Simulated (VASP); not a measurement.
# H (I4/mmm) in VASP: a series of runs

Runs on H. Level: r2SCAN. Tasks: single point.

All numbers are computed with VASP 6.6.1; they aren't measurements. Logs are shortened: lines on timing, memory, paths and dates and some standing lists are left out, and cuts for length are marked.

**1. Starting point**

It takes space group I4/mmm (No. 139, tetragonal). The conventional cell has a = 3.328 Å, b = 3.328 Å, c = 4.253 Å, α = 90.00°, β = 90.00°, γ = 90.00°. Around H (site symmetry 4mm) lie 1 H at 0.77 Å.

**2. Single point, r2SCAN**

POSCAR reads:

```
H
1.0
   -1.6642468843      1.6642468843      2.1265303393
    1.6642468843     -1.6642468843      2.1265303393
    1.6642468843      1.6642468843     -2.1265303393
H
2
Direct
    0.9098622900      0.9098622900      0.0000000000
    0.0901377100      0.0901377100      0.0000000000
```

INCAR.step1 reads:

```
SYSTEM = H
  PREC = Accurate
  ENCUT = 520
  ISMEAR = 0
  SIGMA = 0.05
  LREAL = .FALSE.
  LASPH = .TRUE.
  NELM = 60
  NBANDS = 8
  GGA = PE
  ALGO = Normal
  EDIFF = 1E-4
  LWAVE = .TRUE.
  LCHARG = .FALSE.
```

INCAR.step2 reads:

```
SYSTEM = H
  PREC = Accurate
  ENCUT = 520
  EDIFF = 1E-7
  ISMEAR = 0
  SIGMA = 0.05
  LREAL = .FALSE.
  LASPH = .TRUE.
  NELM = 60
  ALGO = Normal
  ISIF = 2
  LWAVE = .FALSE.
  LCHARG = .FALSE.
  METAGGA = R2SCAN
  LMIXTAU = .TRUE.
  NBANDS = 8
  ISTART = 1
```

KPOINTS reads:

```
regular mesh
0
G
  10 10 10
  0 0 0
```

Potentials or basis: VASP PAW PBE potentials, release 64 (H).

Started as:

```
$ cat potpaw_PBE.64/H/POTCAR > POTCAR
$ cp INCAR.step1 INCAR
$ mpirun -np 1 vasp_std > vasp.out
$ cp INCAR.step2 INCAR
$ mpirun -np 1 vasp_std > vasp.out
```

OUTCAR:

```text
SYSTEM = H
   PREC = Accurate
   ENCUT = 520
   EDIFF = 1E-7
   ISMEAR = 0
   LREAL = .FALSE.
   LASPH = .TRUE.
   NELM = 60
   ISIF = 2
   METAGGA = R2SCAN
   ISTART = 1

 ion  position               nearest neighbor table
   1  0.910  0.910  0.000-   2 0.77
   2  0.090  0.090  0.000-   1 0.77

  LATTYP: Found a body centered tetragonal cell.
 ALAT       =     3.3284937686
 C/A-ratio  =     1.2777733637

  Lattice vectors:

 A1 = (  -1.6642468843,   1.6642468843,   2.1265303393)
 A2 = (   1.6642468843,  -1.6642468843,   2.1265303393)
 A3 = (   1.6642468843,   1.6642468843,  -2.1265303393)

Analysis of symmetry for initial positions (statically):
=====================================================================
 Subroutine PRICEL returns:
 Original cell was already a primitive cell.

 Routine SETGRP: Setting up the symmetry group for a
 body centered tetragonal supercell.

 Subroutine GETGRP returns: Found 16 space group operations
 (whereof 16 operations were pure point group operations)
 out of a pool of 16 trial point group operations.

The static configuration has the point symmetry D_4h.

Analysis of symmetry for dynamics (positions and initial velocities):
=====================================================================
 Subroutine PRICEL returns:
 Original cell was already a primitive cell.

 Routine SETGRP: Setting up the symmetry group for a
 body centered tetragonal supercell.

 Subroutine GETGRP returns: Found 16 space group operations
 (whereof 16 operations were pure point group operations)
 out of a pool of 16 trial point group operations.

The dynamic configuration has the point symmetry D_4h.

 Subroutine INISYM returns: Found 16 space group operations
 (whereof 16 operations are pure point group operations),
 and found     1 'primitive' translations

----------------------------------------------------------------------------------------

                                     Primitive cell

  volume of cell :      23.5596

  direct lattice vectors                    reciprocal lattice vectors
    -1.664246884  1.664246884  2.126530339     0.000000000  0.300436194  0.235124790
     1.664246884 -1.664246884  2.126530339     0.300436194  0.000000000  0.235124790
     1.664246884  1.664246884 -2.126530339     0.300436194  0.300436194  0.000000000

  length of vectors
     3.171997268  3.171997268  3.171997268     0.381504356  0.381504356  0.424880940

  position of ions in fractional coordinates (direct lattice)
     0.909862290  0.909862290  0.000000000
     0.090137710  0.090137710  0.000000000

  ion indices of the primitive-cell ions
   primitive index   ion index
                 1           1
                 2           2

----------------------------------------------------------------------------------------

 KPOINTS: regular mesh

Automatic generation of k-mesh.
 Grid dimensions read from file:
 generate k-points for:   10   10   10

 Generating k-lattice:

  Cartesian coordinates                     Fractional coordinates (reciprocal lattice)
     0.000000000  0.030043619  0.023512479     0.100000000  0.000000000  0.000000000
     0.030043619  0.000000000  0.023512479     0.000000000  0.100000000  0.000000000
     0.030043619  0.030043619  0.000000000     0.000000000  0.000000000  0.100000000

  Length of vectors
     0.038150436  0.038150436  0.042488094

  Shift w.r.t. Gamma in fractional coordinates (k-lattice)
     0.000000000  0.000000000  0.000000000

 Subroutine IBZKPT returns following result:
 ===========================================

 Found    102 irreducible k-points:

 Following reciprocal coordinates:
            Coordinates               Weight
  0.000000  0.000000  0.000000      1.000000
  0.100000  0.000000 -0.000000      8.000000
  0.200000  0.000000 -0.000000      8.000000
  0.300000  0.000000 -0.000000      8.000000
  0.400000  0.000000 -0.000000      8.000000
  0.500000  0.000000 -0.000000      4.000000
[... 16 lines left out ...]
  0.300000  0.300000 -0.000000      8.000000
  0.400000  0.300000 -0.000000     16.000000
 [... further k-points ...]
   k-points           NKPTS =    102   k-points in BZ     NKDIM =    102   number of bands    NBANDS=      8
   number of dos      NEDOS =    301   number of ions     NIONS =      2
   total plane-waves  NPLWV =  13824
   dimension x,y,z NGX =    24 NGY =   24 NGZ =   24
   dimension x,y,z NGXF=    48 NGYF=   48 NGZF=   48
   ions per type =               2
   NGX,Y,Z   is equivalent  to a cutoff of  12.58, 12.58, 12.58 a.u.
   NGXF,Y,Z  is equivalent  to a cutoff of  25.16, 25.16, 25.16 a.u.
 SYSTEM =  H
   PREC   = accura    normal or accurate (medium, high low for compatibility)
   ISTART =      1    job   : 0-new  1-cont  2-samecut
   ICHARG =      0    charge: 1-file 2-atom 10-const
   ISPIN  =      1    spin polarized calculation?
   LNONCOLLINEAR =      F non collinear calculations
   LSORBIT =      F    spin-orbit coupling
   LASPH  =      T    aspherical Exc in radial PAW
   ENCUT  =  520.0 eV  38.22 Ry    6.18 a.u.   5.90  5.90  5.90*2*pi/ulx,y,z
   NELM   =     60;   NELMIN=  2; NELMDL=  0     # of ELM steps
   EDIFF  = 0.1E-06   stopping-criterion for ELM
   LREAL  =      F    real-space projection
   EDIFFG = 0.1E-05   stopping-criterion for IOM
   NSW    =      0    number of steps for IOM
   IBRION =     -1    ionic relax: 0-MD 1-quasi-New 2-CG
   NFREE  =      0    steps in history (QN), initial steepest desc. (CG)
   ISIF   =      2    stress and relaxation
   ISYM   =      2    0-nonsym 1-usesym 2-fastsym
   POTIM  = 0.5000    time-step for ionic-motion
   TEBEG  =    0.0;   TEEND  =   0.0 temperature during run
   PSTRESS=    0.0 pullay stress
   NELECT =       2.0000    total number of electrons
   NUPDOWN=      -1.0000    fix difference up-down
   EMIN   =  10.00;   EMAX   =-10.00  energy-range for DOS
   EFERMI =   0.00;   METHOD = LEGACY
   ISMEAR =     0;   SIGMA  =   0.05  broadening in eV -4-tet -1-fermi 0-gaus
   EFERMI_NEDOS =   21; number of points for ismear=-14 and -15
   IALGO  =     38    algorithm
   IMIX   =      4    mixing-type and parameters
     AMIX     =   0.40;   BMIX     =  1.00
     AMIX_MAG =   1.60;   BMIX_MAG =  1.00
  volume/ion in A,a.u.               =      11.78        79.49
  Fermi-wavevector in a.u.,A,eV,Ry     =   0.719497  1.359653  7.043413  0.517676
  Thomas-Fermi vector in A             =   1.808708
   LORBIT       =      0    0 simple, 1 ext, 2 COOP (PROOUT), +10 PAW based schemes
   METAGGA = R2SCAN    functional components
   LHFCALC =     F    Hartree Fock is set to
   AEXX    =    0.0000 exact exchange contribution
   IVDW    =     0    specifies the selected vdW correction
   LEPSILON=     F    determine dielectric tensor
   LRPA    =     F    only Hartree local field effects (RPA)
 non-spin polarized calculation
 Gauss-broadening in eV      SIGMA  =   0.05
  energy-cutoff  :      520.00
  volume of cell :       23.56
 maximum number of plane-waves:       648
   NGX = 11   NGY = 11   NGZ = 11

 number of electron       2.0000000 magnetization

 Free energy of the ion-electron system (eV)
  ---------------------------------------------------
  ext. energy  EPLUGINS =         0.00000000
  ---------------------------------------------------
  free energy    TOTEN  =        -6.89190630 eV

  energy without entropy =       -6.89190630  energy(sigma->0) =       -6.89190630

 E-fermi :  -8.2959     XC(G=0):  -5.4298

 val. band max:       -8.5175131029   @ k =   0.5000   0.5000   0.5000
 cond. band min:       0.9329691046   @ k =   0.5000   0.0000  -0.0000
 fundamental gap:      9.4504822075
 Fermi energy:        -8.2958806319

 k-point     1 :       0.0000    0.0000    0.0000
  band No.  band energies     occupation
      1     -10.9341      2.00000
      2       6.1926      0.00000
      3       8.9657      0.00000
      4      15.8462      0.00000
      5      15.8462      0.00000
      6      18.5473      0.00000
      7      18.5473      0.00000
      8      19.7940      0.00000

 k-point     2 :       0.1000    0.0000   -0.0000
  band No.  band energies     occupation
      1     -10.8094      2.00000
      2       5.4949      0.00000
      3       9.2951      0.00000
      4      14.7540      0.00000
      5      15.2115      0.00000
      6      18.3390      0.00000
      7      19.2513      0.00000
      8      19.6508      0.00000

 k-point     3 :       0.2000    0.0000   -0.0000
  band No.  band energies     occupation
      1     -10.4607      2.00000
      2       4.0626      0.00000
      3       9.7258      0.00000
      4      12.8615      0.00000
      5      14.2752      0.00000
      6      18.8482      0.00000
      7      19.1688      0.00000
      8      19.4705      0.00000

 k-point     4 :       0.3000    0.0000   -0.0000
  band No.  band energies     occupation
      1      -9.9736      2.00000
      2       2.5486      0.00000
      3       9.9050      0.00000
      4      11.4912      0.00000
      5      13.5732      0.00000
      6      17.6013      0.00000
      7      18.1530      0.00000
      8      20.2908      0.00000

 k-point     5 :       0.4000    0.0000   -0.0000
  band No.  band energies     occupation
      1      -9.5177      2.00000
      2       1.3801      0.00000
      3       9.8057      0.00000
      4      10.8659      0.00000
      5      13.1673      0.00000
      6      16.7413      0.00000
      7      17.7661      0.00000
      8      19.0271      0.00000
[... 177 lines left out ...]
 k-point    22 :      -0.2000    0.2000    0.0000
  band No.  band energies     occupation
      1     -10.3669      2.00000
      2       4.8713      0.00000
      3       7.5723      0.00000
      4      13.2293      0.00000
      5      14.4151      0.00000
      6      14.7576      0.00000
      7      18.8420      0.00000
      8      21.6640      0.00000

 k-point    23 :       0.3000    0.3000   -0.0000
  band No.  band energies     occupation
      1      -9.0973      2.00000
      2       1.9792      0.00000
      3       5.5011      0.00000
      4      10.0566      0.00000
      5      12.4269      0.00000
      6      18.2652      0.00000
      7      20.8373      0.00000
      8      22.2214      0.00000

 k-point    24 :       0.4000    0.3000   -0.0000
  band No.  band energies     occupation
      1      -9.0110      2.00000
      2       2.4868      0.00000
      3       4.7786      0.00000
      4       9.6101      0.00000
      5      11.4404      0.00000
      6      19.3349      0.00000
      7      20.1530      0.00000
      8      22.6482      0.00000

 [... further k-points ...]
[... 5 lines left out ...]
  --------------------------------------------------------------------------------------
  -------------------------------------------------------------------------------------
  Total        0.0012263      0.0012263     -0.6260011      0.0000000      0.0000000      0.0000000
  in kB        0.0833925      0.0833925    -42.5714660      0.0000000      0.0000000      0.0000000
  external PRESSURE =     -14.1348937 kB  Pullay stress =       0.0000000 kB

 VOLUME and BASIS-vectors are now :
 -----------------------------------------------------------------------------
  energy-cutoff  :      520.00
  volume of cell :       23.56
      direct lattice vectors                 reciprocal lattice vectors
    -1.664246884  1.664246884  2.126530339     0.000000000  0.300436194  0.235124790
     1.664246884 -1.664246884  2.126530339     0.300436194  0.000000000  0.235124790
     1.664246884  1.664246884 -2.126530339     0.300436194  0.300436194  0.000000000

 POSITION                                       TOTAL-FORCE (eV/Angst)
 -----------------------------------------------------------------------------------
      0.00000      0.00000      3.86970         0.000000      0.000000      0.819657
      0.00000      0.00000      0.38336        -0.000000     -0.000000     -0.819657
 -----------------------------------------------------------------------------------
    total drift:                               -0.000000      0.000000      0.000000

  FREE ENERGIE OF THE ION-ELECTRON SYSTEM (eV)
  ---------------------------------------------------
  free  energy   TOTEN  =        -6.8919062985 eV

  energy  without entropy=       -6.8919062985  energy(sigma->0) =       -6.89190630
```

It took 38 s on 1 thread of Intel Xeon 6975P-C (Granite Rapids), shared host; peak memory 0.13 GiB.

What came out:

```yaml
Free_energy: -6.8919 eV
Pressure: -1.4 GPa
Largest_force: 0.820 eV/Å
Band_gap_on_the_k_mesh: 9.45 eV, indirect (least direct gap 10.21 eV)
```

Forces on the atoms (eV/Å):
```
H    0.000  0.000  0.820
H    0.000  0.000 -0.820
```

Caveat: the PAW data sets were made with another functional, which shifts forces and pressure a little. r2SCAN opens gaps a little over a GGA but as a rule still falls short of measured ones.

**3. Single point, r2SCAN**

POSCAR reads:

```
H
1.0
   -1.7856974441      1.7856974441      1.8471039383
    1.7856974441     -1.7856974441      1.8471039383
    1.7856974441      1.7856974441     -1.8471039383
H
2
Direct
    0.9098622900      0.9098622900      0.0000000000
    0.0901377100      0.0901377100      0.0000000000
```

INCAR.step1 reads:

```
PREC = Accurate ; ENCUT = 520
ISMEAR = 0 ; SIGMA = 0.05
LREAL = F ; LASPH = T
NELM = 60 ; NBANDS = 8
GGA = PE ; ALGO = Normal
EDIFF = 1E-4 ; LWAVE = T
LCHARG = F
```

INCAR.step2 reads:

```
PREC = Accurate ; ENCUT = 520
EDIFF = 1E-6 ; ISMEAR = 0
SIGMA = 0.05 ; LREAL = F
LASPH = T ; NELM = 60
ALGO = Normal ; ISIF = 2
LWAVE = F ; LCHARG = F
METAGGA = R2SCAN ; LMIXTAU = T
NBANDS = 8 ; ISTART = 1
```

KPOINTS reads:

```
regular mesh
0
Gamma
  10 10 10
```

Potentials or basis: VASP PAW PBE potentials, release 64 (H).

Started as:

```
$ cat potpaw_PBE.64/H/POTCAR > POTCAR
$ cp INCAR.step1 INCAR
$ mpirun -np 1 vasp_std > vasp.out
$ cp INCAR.step2 INCAR
$ mpirun -np 1 vasp_std > vasp.out
```

OUTCAR:

```text
PREC = Accurate
   ENCUT = 520
   EDIFF = 1E-6
   ISMEAR = 0
   LREAL = F
   LASPH = T
   NELM = 60
   ISIF = 2
   METAGGA = R2SCAN
   ISTART = 1

 ion  position               nearest neighbor table
   1  0.910  0.910  0.000-   2 0.67
   2  0.090  0.090  0.000-   1 0.67

  LATTYP: Found a body centered tetragonal cell.
 ALAT       =     3.5713948882
 C/A-ratio  =     1.0343879611

  Lattice vectors:

[... 440 lines left out ...]
  band No.  band energies     occupation
      1      -9.7248      2.00000
      2       3.0429      0.00000
      3       4.5250      0.00000
      4      10.3197      0.00000
      5      13.2151      0.00000
      6      18.3186      0.00000
      7      21.5599      0.00000
      8      23.3509      0.00000

 [... further k-points ...]
[... 5 lines left out ...]
  --------------------------------------------------------------------------------------
  -------------------------------------------------------------------------------------
  Total       -0.0031425     -0.0031425      2.3788720      0.0000000     -0.0000000      0.0000000
  in kB       -0.2137038     -0.2137038    161.7761789      0.0000000     -0.0000000      0.0000000
  external PRESSURE =      53.7829238 kB  Pullay stress =       0.0000000 kB

 VOLUME and BASIS-vectors are now :
 -----------------------------------------------------------------------------
  energy-cutoff  :      520.00
  volume of cell :       23.56
      direct lattice vectors                 reciprocal lattice vectors
    -1.785697444  1.785697444  1.847103938     0.000000000  0.280002641  0.270694025
     1.785697444 -1.785697444  1.847103938     0.280002641  0.000000000  0.270694025
     1.785697444  1.785697444 -1.847103938     0.280002641  0.280002641  0.000000000

 POSITION                                       TOTAL-FORCE (eV/Angst)
 -----------------------------------------------------------------------------------
      0.00000      0.00000      3.36122        -0.000000     -0.000000     -3.570259
      0.00000      0.00000      0.33299         0.000000      0.000000      3.570259
 -----------------------------------------------------------------------------------
    total drift:                               -0.000000      0.000000      0.000000

  FREE ENERGIE OF THE ION-ELECTRON SYSTEM (eV)
  ---------------------------------------------------
  free  energy   TOTEN  =        -6.7764584856 eV

  energy  without entropy=       -6.7764584856  energy(sigma->0) =       -6.77645849
```

It took 32 s on 1 thread of Intel Xeon 6975P-C (Granite Rapids), shared host; peak memory 0.13 GiB.

What came out:

```yaml
Free_energy: -6.7765 eV
Pressure: 5.4 GPa
Largest_force: 3.570 eV/Å
Band_gap_on_the_k_mesh: 10.56 eV, indirect (least direct gap 11.29 eV)
```

Forces on the atoms (eV/Å):
```
H    0.000  0.000 -3.570
H    0.000  0.000  3.570
```

Stress tensor (GPa, compression positive):
```
-0.02  0.00  0.00
 0.00 -0.02  0.00
 0.00  0.00 16.18
```

Caveat: the PAW data sets were made with another functional, which shifts forces and pressure a little. r2SCAN opens gaps a little over a GGA but as a rule still falls short of measured ones.

**4. Single point, r2SCAN**

POSCAR reads:

```
H
1.0
   -1.8221502708      1.8221502708      1.7739391090
    1.8221502708     -1.8221502708      1.7739391090
    1.8221502708      1.8221502708     -1.7739391090
H
2
Direct
    0.9098622900      0.9098622900      0.0000000000
    0.0901377100      0.0901377100      0.0000000000
```

INCAR.step1 reads:

```
SYSTEM = H
  PREC = Accurate
  ENCUT = 520
  ISMEAR = 0
  SIGMA = 0.05
  LREAL = .FALSE.
  LASPH = .TRUE.
  NELM = 60
  NBANDS = 8
  GGA = PE
  ALGO = Normal
  EDIFF = 1E-4
  LWAVE = .TRUE.
  LCHARG = .FALSE.
```

INCAR.step2 reads:

```
SYSTEM = H
  PREC = Accurate
  ENCUT = 520
  EDIFF = 1E-6
  ISMEAR = 0
  SIGMA = 0.05
  LREAL = .FALSE.
  LASPH = .TRUE.
  NELM = 60
  ALGO = Normal
  ISIF = 2
  LWAVE = .FALSE.
  LCHARG = .FALSE.
  METAGGA = R2SCAN
  LMIXTAU = .TRUE.
  NBANDS = 8
  ISTART = 1
```

KPOINTS reads:

```
Automatic mesh
0
G
  10 10 10
  0 0 0
```

Started as:

```
$ cat potpaw_PBE.64/H/POTCAR > POTCAR
$ cp INCAR.step1 INCAR
$ mpirun -np 1 vasp_std > vasp.out
$ cp INCAR.step2 INCAR
$ mpirun -np 1 vasp_std > vasp.out
```

Wall time 27 s (1 thread of Intel Xeon 6975P-C (Granite Rapids), shared host); peak memory 0.13 GiB.

It converged, with:

```
Free energy            : -6.6596 eV
Pressure               : 7.7 GPa
Largest force          : 5.305 eV/Å
Band gap on the k mesh : 10.96 eV, indirect (least direct gap 11.60 eV)
```

Forces on the atoms (eV/Å):
```
H    0.000  0.000 -5.305
H    0.000  0.000  5.305
```

Stress tensor (GPa, compression positive):
```
-0.04  0.00  0.00
 0.00 -0.04  0.00
 0.00  0.00 23.09
```

Levels at points of the mesh, in eV from the valence-band top:
| k point | band 1 | band 2 | band 3 | band 4 | band 5 | band 6 |
| --- | --- | --- | --- | --- | --- | --- |
| (0.00, 0.00, 0.00) | -2.08 | 14.89 | 20.41 | 25.31 | 25.31 | 29.65 |
| (0.50, 0.00, 0.00) | -0.64 | 10.96 | 18.38 | 20.75 | 21.17 | 24.18 |
| (0.50, 0.50, 0.00) | -0.75 | 11.77 | 17.93 | 18.68 | 23.18 | 24.61 |
| (0.50, 0.50, 0.50) | 0.00 | 14.81 | 16.50 | 16.50 | 18.74 | 18.87 |

Caveat: the PAW data sets were made with another functional, which shifts forces and pressure a little. A k mesh can miss the band edges.
